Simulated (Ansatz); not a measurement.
Take a crystal in which Br has been replaced by F on all its sites, with the cell rescaled by a rough guess (in some cases also distorted within its space group) and nothing relaxed:

```yaml
crystal:
  lattice:
    - [0.00000, 2.83183, 2.83183]
    - [2.83183, 0.00000, 2.83183]
    - [2.83183, 2.83183, 0.00000]
  atoms:
    - { symbol: K, position: [0.00000, 0.00000, 0.00000] }
    - { symbol: F, position: [0.50000, 0.50000, 0.50000] }
```

Theory: DFT PBE, scalar-relativistic, plane waves, PAW in Ansatz.

Plane waves to 420 eV, a k mesh through Γ of 8×8×8 on the computed 2-atom cell and Gaussian smearing (0.02 eV); no spin polarisation.

(1) Will this cell want to expand or contract, and how hard?

(2) Is it a metal on this mesh?

(3) What is its energy against the elements in their standard states?

## Answers

(1) The pressure is -2.8 GPa (positive in compression), so the cell would contract.

(2) No: the gap is 5.35 eV, the least direct gap 5.35 eV.

(3) -2.685 eV/atom at this unrelaxed geometry, with the elements in the same functional.